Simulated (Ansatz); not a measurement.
An input for Ansatz 0.2.0 (InAs (F-43m)):

```yaml
crystal:
  lattice:
    - [0.0, 3.018, 3.018]
    - [3.018, 0.0, 3.018]
    - [3.018, 3.018, 0.0]
  atoms:
    - { symbol: In, position: [0.0, 0.0, 0.0] }
    - { symbol: As, position: [0.25, 0.25, 0.25] }
kpoints:
  mp_grid: { grid: [6, 6, 6] }
hamiltonian:
  xc: { exchange: pbe, correlation: pbe, exx: { coeff: 0.1 } }
  pseudopotentials: { kind: paw, azcp: { folder: soft_1 } }
scf:
  occupations: { method: fixed }
gw:
  n_empty_bands: 229
  ecut_chi: 150.0
  qp_bands: [v2, c2]
  qp_kpoints: band_edges
  screening: { model: contour_deformation }
```

The database entry behind the starting cell differs from later determinations by our own check (about 0.4 % short), so it need not match the best structure at ambient conditions.

```sh
ansatz run input.yaml --threads 3 --pin off --max-ram 92160MiB --backend cuda --events-out ev --progress --plain --runs-dir out --devices 1 --max-vram 13GiB
```

Question: How long will it take on 1 × NVIDIA H100 80GB HBM3 (shared by 6 runs) with 3 threads of AMD EPYC 7R13 (Zen 3), shared host, and how much memory?

It took 74 s; on shared hardware allow 37 s to 2.5 min. Peak host memory was 1.5 GiB. The sizes that set the cost: 1067 plane waves a state, 16 irreducible k points, 243 bands summed, 259 plane waves in the screening and 15 SCF cycles.

The screening grows as filled bands × empty bands × pairs of k points, times the square of the screening basis for the matrix.

[Paths, hosts, dates, memory and timing lines, banners, echoed tables and standing remarks are left out of the program output.]

[Logs are printed without paths, hosts, clocks, repeated set-up lines and the standing remarks that a program may print on its own settings, such as how far it seeks lower states.]

[Runs of the session that timed out or met a known fault of the program may be left out.]

[Cells called generated may have been cut or substituted from an entry of the Crystallography Open Database or the Materials Project.]

[Hosts, paths, dates, database ids (printed as entryN), source tags and the programs' standing remarks are cut or masked in the printed files.]
